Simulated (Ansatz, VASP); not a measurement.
## One calculation of ZnO, two programs

The input INCAR:

```
ALGO     = Normal         # electronic algorithm
EDIFF    = 1E-7           # SCF threshold, eV
ENCUT    = 520            # plane-wave cutoff, eV
GGA      = PE             # functional
ISIF     = 2              # what is computed and relaxed
ISMEAR   = -1             # smearing method
LASPH    = True           # aspherical terms in the spheres
LCHARG   = False          # write CHGCAR
LREAL    = False          # projectors in reciprocal space
LWAVE    = False          # write WAVECAR
NBANDS   = 16             # bands
NELM     = 80             # most SCF steps
PREC     = Accurate       # precision mode
SIGMA    = 0.05           # smearing width, eV
```

File KPOINTS:

```
k-points
0
Gamma
  10 10 10
```

File POSCAR:

```
ZnO
1.0
    2.6701677785      0.0000000000      0.0000000000
    0.0000000000      2.6701677785      0.0000000000
    0.0000000000      0.0000000000      2.6701677785
Zn O
1 1
Direct
    0.0000000000      0.0000000000      0.0000000000
    0.5000000000      0.5000000000      0.5000000000
```

input.yaml

```yaml
crystal:
  lattice:
    - [2.6701677785, 0.0, 0.0]
    - [0.0, 2.6701677785, 0.0]
    - [0.0, 0.0, 2.6701677785]
  atoms:
    - { symbol: Zn, position: [0.0, 0.0, 0.0] }
    - { symbol: O, position: [0.5, 0.5, 0.5] }
hamiltonian:
  xc: pbe
  pseudopotentials: { kind: paw }
kpoints:
  mp_grid: { grid: [10, 10, 10] }
scf:
  occupations: { method: fermi_dirac, width: 0.05 }
output:
  forces: true
  stress: true
  eigenvalues: true
```

Change from the starting cell: volume scaled by 0.98.

Alike in both runs: task single point; functional PBE; k mesh 10 × 10 × 10; occupations fermi-dirac, width 0.05 eV; no spin polarisation.

```csv
,VASP,Ansatz
version,VASP 6.6.1,Ansatz 0.2.0
potentials or method,"VASP PAW PBE potentials, release 64 (Zn, O)",Ansatz PAW
plane-wave cutoff (eV),520,420
valence electrons in the cell,18,18
```

Ansatz gave:

* gap on the k mesh at the Fermi level (eV): none
* pressure (GPa): 3.3

Task: Which values does VASP return?

Result: gap on the k mesh at the Fermi level (eV): none; pressure (GPa): 4.1.

A gap of «none» marks a metal or a gap that the smearing closes. The functional is the same, so the differences come from potentials, cutoffs and numerics.

Caveats: the pressure holds a Pulay correction of +0.7 GPa for the finite cutoff (Ansatz).
